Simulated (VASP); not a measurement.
# Cu (Fm-3m) in VASP: elastic constants with PBE

Aim: the elastic constants of Cu with PBE.

Program: VASP 6.6.1. These are calculated values, not measurements. Logs are shortened: lines on timing, memory, paths and dates and some standing lists are left out, and cuts for length are marked.

### Step 1. The structure

Symmetry: Fm-3m, No. 225, cubic system. The conventional cell has a = 3.635 Å, b = 3.635 Å, c = 3.635 Å, α = 90.00°, β = 90.00°, γ = 90.00°. Cu (site symmetry m-3m) is surrounded by 12 Cu at 2.57 Å.

The cell was built by a generator and needn't be a form met in nature.

### Step 2. Elastic constants, PBE

Contents of POSCAR:

```
Cu
1.0
    0.0000000000      1.8175066725      1.8175066725
    1.8175066725      0.0000000000      1.8175066725
    1.8175066725      1.8175066725      0.0000000000
  Cu
     1
Direct
     0.0000000000000000    0.0000000000000000    0.0000000000000000
```

Contents of INCAR.step1:

```
ALGO = Normal
EDIFF = 1E-8
EDIFFG = -0.002
ENCUT = 600
GGA = PE
IBRION = 2
ISIF = 3
ISMEAR = 1
KPAR = 8
LASPH = True
LCHARG = False
LREAL = False
LWAVE = False
NELM = 100
NSW = 40
PREC = Accurate
SIGMA = 0.4
```

Contents of INCAR.step2:

```
ALGO = Normal
EDIFF = 1E-8
ENCUT = 600
GGA = PE
IBRION = 6
ISIF = 3
ISMEAR = 1
KPAR = 8
LASPH = True
LCHARG = False
LREAL = False
LWAVE = False
NELM = 100
NFREE = 2
NSW = 1
POTIM = 0.015
PREC = Accurate
SIGMA = 0.4
```

Contents of KPOINTS:

```
k-points
0
Gamma
  16 16 16
```

Potentials or basis: VASP PAW PBE potentials, release 64 (Cu).

Run with:

```console
$ cat potpaw_PBE.64/Cu/POTCAR > POTCAR
$ cp INCAR.step1 INCAR
$ mpirun -np 8 vasp_std > vasp.out
$ cp CONTCAR POSCAR
$ cp INCAR.step2 INCAR
$ mpirun -np 8 vasp_std > vasp.out
```

OUTCAR:

```text
EDIFF = 1E-8
   ENCUT = 600
   GGA = PE
   IBRION = 6
   ISIF = 3
   ISMEAR = 1
   LASPH = True
   LREAL = False
   NELM = 100
   NFREE = 2
   NSW = 1
   POTIM = 0.015
   PREC = Accurate

 ion  position               nearest neighbor table
   1  0.000  0.000  0.000-

  LATTYP: Found a face centered cubic cell.
 ALAT       =     3.6350133450

  Lattice vectors:

 A1 = (   0.0000000000,   1.8175066725,   1.8175066725)
 A2 = (   1.8175066725,   0.0000000000,   1.8175066725)
 A3 = (   1.8175066725,   1.8175066725,   0.0000000000)

Analysis of symmetry for initial positions (statically):
=====================================================================
 Subroutine PRICEL returns:
 Original cell was already a primitive cell.

 Routine SETGRP: Setting up the symmetry group for a
 face centered cubic supercell.

 Subroutine GETGRP returns: Found 48 space group operations
 (whereof 48 operations were pure point group operations)
 out of a pool of 48 trial point group operations.

The static configuration has the point symmetry O_h .

Analysis of symmetry for dynamics (positions and initial velocities):
=====================================================================
 Subroutine PRICEL returns:
 Original cell was already a primitive cell.

 Routine SETGRP: Setting up the symmetry group for a
 face centered cubic supercell.

 Subroutine GETGRP returns: Found 48 space group operations
 (whereof 48 operations were pure point group operations)
 out of a pool of 48 trial point group operations.

The dynamic configuration has the point symmetry O_h .

 Subroutine INISYM returns: Found 48 space group operations
 (whereof 48 operations are pure point group operations),
 and found     1 'primitive' translations

----------------------------------------------------------------------------------------

                                     Primitive cell

  volume of cell :      12.0077

  direct lattice vectors                    reciprocal lattice vectors
     0.000000000  1.817506672  1.817506672    -0.275102154  0.275102154  0.275102154
     1.817506672  0.000000000  1.817506672     0.275102154 -0.275102154  0.275102154
     1.817506672  1.817506672  0.000000000     0.275102154  0.275102154 -0.275102154

  length of vectors
     2.570342586  2.570342586  2.570342586     0.476490908  0.476490908  0.476490908

  position of ions in fractional coordinates (direct lattice)
     0.000000000  0.000000000  0.000000000

  ion indices of the primitive-cell ions
   primitive index   ion index
                 1           1

----------------------------------------------------------------------------------------

 KPOINTS: k-points

Automatic generation of k-mesh.
 Grid dimensions read from file:
 generate k-points for:   16   16   16

 Generating k-lattice:

  Cartesian coordinates                     Fractional coordinates (reciprocal lattice)
    -0.017193885  0.017193885  0.017193885     0.062500000  0.000000000  0.000000000
     0.017193885 -0.017193885  0.017193885     0.000000000  0.062500000  0.000000000
     0.017193885  0.017193885 -0.017193885     0.000000000  0.000000000  0.062500000

  Length of vectors
     0.029780682  0.029780682  0.029780682

  Shift w.r.t. Gamma in fractional coordinates (k-lattice)
     0.000000000  0.000000000  0.000000000

 Subroutine IBZKPT returns following result:
[... 90 lines left out ...]

 number of electron      10.9999998 magnetization

 Free energy of the ion-electron system (eV)
  ---------------------------------------------------
  ext. energy  EPLUGINS =         0.00000000
  ---------------------------------------------------
  free energy    TOTEN  =        -3.72817355 eV

  energy without entropy =       -3.72764777  energy(sigma->0) =       -3.72799829

------------------------ aborting loop because EDIFF is reached ----------------------------------------

  FORCE on cell =-STRESS in cart. coord.  units (eV):
  Direction    XX          YY          ZZ          XY          YZ          ZX
  --------------------------------------------------------------------------------------
  -------------------------------------------------------------------------------------
  Total        0.0016841      0.0016841      0.0016841     -0.0000000     -0.0000000      0.0000000
  in kB        0.2247124      0.2247124      0.2247124     -0.0000000     -0.0000000      0.0000000
  external PRESSURE =       0.2247124 kB  Pullay stress =       0.0000000 kB
[... 86 lines left out ...]
  FREE ENERGIE OF THE ION-ELECTRON SYSTEM (eV)
  ---------------------------------------------------
  free  energy   TOTEN  =        -3.7266856575 eV

  energy  without entropy=       -3.7261244490  energy(sigma->0) =       -3.72649859

[... ionic steps 4 to 12 ...]

--------------------------------------- Ionic step       13  -------------------------------------------

 number of electron      10.9999999 magnetization

------------------------ aborting loop because EDIFF is reached ----------------------------------------
[... 65 lines left out ...]
--------------------------------------- Ionic step       15  -------------------------------------------

 number of electron      10.9999999 magnetization

 Free energy of the ion-electron system (eV)
  ---------------------------------------------------
  ext. energy  EPLUGINS =         0.00000000
  ---------------------------------------------------
  free energy    TOTEN  =        -3.72817376 eV

  energy without entropy =       -3.72764794  energy(sigma->0) =       -3.72799848

 E-fermi :   7.3590     XC(G=0): -12.6298

 val. band max:        7.3349993913   @ k =   0.5000   0.1875   0.0625
 cond. band min:       7.3838083402   @ k =   0.5000   0.3125   0.1250
 fundamental gap:      0.0488089489
 Fermi energy:         7.3589670175

 k-point     1 :       0.0000    0.0000    0.0000
  band No.  band energies     occupation
      1      -1.8438      2.00000
      2       4.4067      2.00000
      3       4.4067      2.00000
      4       4.4067      2.00000
      5       5.2078      2.00000
      6       5.2078      2.00000
      7      29.8430      0.00000
      8      32.3594      0.00000
      9      32.3594      0.00000
[... 265 lines left out ...]
 k-point    24 :      -0.0625    0.0625    0.0000
  band No.  band energies     occupation
      1      -1.4707      2.00000
      2       4.3236      2.00000
      3       4.4708      2.00000
      4       4.4839      2.00000
      5       5.1466      2.00000
      6       5.2209      2.00000
      7      27.8451      0.00000
      8      28.8869      0.00000
      9      31.4871      0.00000

 [... further k-points ...]
[... 5 lines left out ...]
  --------------------------------------------------------------------------------------
  -------------------------------------------------------------------------------------
  Total        0.0012269      0.0012269      0.0012269     -0.0000000     -0.0000000      0.0000000
  in kB        0.1637040      0.1637040      0.1637040     -0.0000000     -0.0000000      0.0000000
  external PRESSURE =       0.1637040 kB  Pullay stress =       0.0000000 kB
[... 16 lines left out ...]
  FREE ENERGIE OF THE ION-ELECTRON SYSTEM (eV)
  ---------------------------------------------------
  free  energy   TOTEN  =        -3.7281737562 eV

  energy  without entropy=       -3.7276479352  energy(sigma->0) =       -3.72799848

 INTERNAL STRAIN TENSORS FROM STRAINED CELLS
 ============================================

 INTERNAL STRAIN TENSOR FOR ION    1 for displacements in x,y,z  (eV/Angst):
          X           Y           Z          XY          YZ          ZX
  --------------------------------------------------------------------------------
  x     0.00000     0.00000    -0.00000    -0.00000     0.00000    -0.00000
  y     0.00000    -0.00000     0.00000     0.00000     0.00000    -0.00000
  z    -0.00000     0.00000     0.00000     0.00000     0.00000     0.00000

 INTERNAL STRAIN TENSORS FROM DISPLACED ATOMS
 ============================================

 INTERNAL STRAIN TENSOR FOR ION    1 for displacements in x,y,z  (eV/Angst):
          X           Y           Z          XY          YZ          ZX
  --------------------------------------------------------------------------------
  x     0.00000     0.00000     0.00000     0.00000     0.00000     0.00000
  y     0.00000     0.00000     0.00000     0.00000     0.00000     0.00000
  z     0.00000     0.00000     0.00000     0.00000     0.00000     0.00000

 Eigenvectors and eigenvalues of the dynamical matrix
 ----------------------------------------------------

   1 f/i=    0.000000 THz     0.000000 2PiTHz    0.000000 cm-1     0.000000 meV
             X         Y         Z           dx          dy          dz
      0.000000  0.000000  0.000000     0.857493   -0.514496    0.000000

   2 f/i=    0.000000 THz     0.000000 2PiTHz    0.000000 cm-1     0.000000 meV
             X         Y         Z           dx          dy          dz
      0.000000  0.000000  0.000000    -0.514496   -0.857493    0.000000

   3 f/i=    0.000000 THz     0.000000 2PiTHz    0.000000 cm-1     0.000000 meV
             X         Y         Z           dx          dy          dz
      0.000000  0.000000  0.000000     0.000000    0.000000    1.000000

--------------------------------------------------------------------------------------------------------

 ELASTIC MODULI CONTR FROM IONIC RELAXATION (kBar)
 Direction    XX          YY          ZZ          XY          YZ          ZX
 --------------------------------------------------------------------------------
 XX           0.0000      0.0000      0.0000      0.0000      0.0000      0.0000
 YY           0.0000      0.0000      0.0000      0.0000      0.0000      0.0000
 ZZ           0.0000      0.0000      0.0000      0.0000      0.0000      0.0000
 XY           0.0000      0.0000      0.0000      0.0000      0.0000      0.0000
 YZ           0.0000      0.0000      0.0000      0.0000      0.0000      0.0000
 ZX           0.0000      0.0000      0.0000      0.0000      0.0000      0.0000
 --------------------------------------------------------------------------------

 TOTAL ELASTIC MODULI (kBar)
 Direction    XX          YY          ZZ          XY          YZ          ZX
 --------------------------------------------------------------------------------
 XX        1714.4383   1209.4719   1209.4719     -0.0000      0.0000      0.0000
 YY        1209.4719   1714.4383   1209.4719      0.0000     -0.0000     -0.0000
 ZZ        1209.4719   1209.4719   1714.4383      0.0000     -0.0000      0.0000
 XY          -0.0000      0.0000      0.0000    795.0201      0.0000      0.0000
 YZ           0.0000     -0.0000     -0.0000      0.0000    795.0201      0.0000
 ZX           0.0000     -0.0000      0.0000      0.0000      0.0000    795.0201
 --------------------------------------------------------------------------------
```

Run time: 2.2 min. Hardware: 8 MPI ranks of Intel Xeon Platinum 8488C (Sapphire Rapids), shared host; peak memory 0.44 GiB.

Results:

| Quantity | Value |
| --- | --- |
| Elastic constants C11, C12, C44 | 171, 121, 80 GPa |
| Voigt bulk modulus | 138 GPa |

Elastic tensor in Voigt notation (GPa, in the Cartesian axes of the cell as first typed):
```
171 121 121   0   0   0
121 171 121   0   0   0
121 121 171   0   0   0
  0   0   0  80   0   0
  0   0   0   0  80   0
  0   0   0   0   0  80
```

Clamped-ion elastic tensor (GPa):
```
171 121 121   0   0   0
121 171 121   0   0   0
121 121 171   0   0   0
  0   0   0  80   0   0
  0   0   0   0  80   0
  0   0   0   0   0  80
```
